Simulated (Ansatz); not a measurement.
# Si: the cost of one run

Program: Ansatz 0.2.0. Level of theory: DFT PBE, scalar-relativistic, plane waves, PAW. These are calculated values, not measurements.

## (1) Starting point

It takes space group R3m (No. 160, trigonal). Conventional cell: a = 10.502 Å, b = 10.502 Å, c = 9.367 Å, α = 90.00°, β = 90.00°, γ = 120.00°. Si (site symmetry 1) has 3 Si at 2.12 to 2.13 Å as nearest neighbours. Around Si (site symmetry 1) lie 4 Si at 2.13 to 2.15 Å.

As a file:

```cif
data_structure
_symmetry_space_group_name_H-M 'R3m:H'
_symmetry_Int_Tables_number 160
_cell_length_a 10.5015
_cell_length_b 10.5015
_cell_length_c 9.3670
_cell_angle_alpha 90.000
_cell_angle_beta 90.000
_cell_angle_gamma 120.000
_cell_volume 894.61
loop_
_atom_site_label
_atom_site_type_symbol
_atom_site_symmetry_multiplicity
_atom_site_Wyckoff_symbol
_atom_site_fract_x
_atom_site_fract_y
_atom_site_fract_z
_atom_site_occupancy
Si1 Si 18 c 0.97143 0.23043 0.40807 1
Si2 Si 18 c 0.66738 0.13012 0.52058 1
```

Recipe of the guess: 3-, 4-connected net of one element (R3m, No. 160). Its size is a rough estimate.

## (2) Probe: one point on a coarse mesh

The input, input.yaml:

```yaml
crystal:
  lattice:
    - [5.25075396, 3.03152421, 3.12233059]
    - [-5.25075396, 3.03152421, 3.12233059]
    - [0.0, -6.06304842, 3.12233059]
  atoms:
    - { symbol: Si, position: [0.37949812, 0.66706314, 0.17763405] }
    - { symbol: Si, position: [0.17763405, 0.37949812, 0.66706314] }
    - { symbol: Si, position: [0.66706314, 0.17763405, 0.37949812] }
    - { symbol: Si, position: [0.17763405, 0.66706314, 0.37949812] }
    - { symbol: Si, position: [0.66706314, 0.37949812, 0.17763405] }
    - { symbol: Si, position: [0.37949812, 0.17763405, 0.66706314] }
    - { symbol: Si, position: [0.18796315, 0.98331195, 0.39046049] }
    - { symbol: Si, position: [0.39046049, 0.18796315, 0.98331195] }
    - { symbol: Si, position: [0.98331195, 0.39046049, 0.18796315] }
    - { symbol: Si, position: [0.39046049, 0.98331195, 0.18796315] }
    - { symbol: Si, position: [0.98331195, 0.18796315, 0.39046049] }
    - { symbol: Si, position: [0.18796315, 0.39046049, 0.98331195] }
basis:
  ecutwfc: 420
kpoints:
  mp_grid: { grid: [3, 3, 3] }
hamiltonian:
  xc: pbe
scf:
  occupations: { method: gaussian, width: 0.1 }
  lower_state_search: "off"
output:
  forces: true
  stress: true
  eigenvalues: true
```

Launch:

```sh
ansatz run input.yaml --threads 1 --pin off --max-ram 2560MiB --backend cpu --events-out ev --progress --plain --runs-dir out
```

**Question.** How long does this run take on 1 thread of Intel Xeon 6975P-C (Granite Rapids), shared host, and how much memory does it need?

About 2.9 s, with a peak of 0.46 GiB.
